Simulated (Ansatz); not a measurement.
# Mg, simple cubic: how the functional moves the structure

All rows: Ansatz, plane waves with scalar-relativistic PAW, 420 eV (500 eV for the SCAN forms), relaxed under each functional, no dispersion correction, no zero-point motion. B₀ comes from uniform scaling at fixed shape; a dash is a value not given.

```csv
functional,V (Å³/atom),cell,B₀ (GPa),magnetic state,ΔE to hcp (meV/atom)
PBE,27.56,a = 3.021 Å,23,spin not included,378
PBEsol,26.89,a = 2.996 Å,24,spin not included,393
LDA,25.88,a = 2.958 Å,25,spin not included,389
revPBE,28.32,a = 3.048 Å,22,spin not included,379
RPBE,28.49,a = 3.054 Å,21,spin not included,378
BLYP,29.54,a = 3.091 Å,17,spin not included,276
```

Problem. What does r²SCAN give?

Solution. V (Å³/atom): 26.83; cell: a = 2.994 Å; B₀ (GPa): 24; magnetic state: spin not included; ΔE to hcp (meV/atom): 459.
